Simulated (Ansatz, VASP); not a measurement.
**Two plane-wave programs on Ta**

```
Ta
1.0
    -1.65290    1.65290    1.65290
     1.65290   -1.65290    1.65290
     1.65290    1.65290   -1.65290
Ta
1
Direct
  0.00000 0.00000 0.00000
```

Alike in both runs: task relaxation of cell and atoms; functional PBEsol; k mesh 13 × 13 × 13; occupations fermi-dirac, width 0.1 eV; no spin polarisation.

|  | VASP | Ansatz |
| --- | --- | --- |
| version | VASP 6.6.1 | Ansatz 0.2.0 |
| potentials or method | VASP PAW PBE potentials, release 64 (Ta_pv) | plane waves (420 eV) with PAW, scalar-relativistic |
| plane-wave cutoff (eV) | 600 | 420 |
| valence electrons in the cell | 11 | 13 |

Ansatz gave:

| Item | Value |
| --- | --- |
| relaxed volume (Å³/atom) | 17.71 |
| relaxed cell length with the largest relative difference (Å) | 2.844 |
| energy change over the relaxation (meV/atom) | -5 |

Which values does VASP return?

Relaxed volume (Å³/atom): 17.73; relaxed cell length with the largest relative difference (Å): 2.845; energy change over the relaxation (meV/atom): -4.

The two sets of potentials don't hold the same shells in valence. Ansatz warned: «pseudo_functional_mismatch».

Caveats: the PAW data sets were made with another functional, which shifts forces and pressure a little (VASP). Spin-orbit coupling is left out, which matters for the levels of Ta.
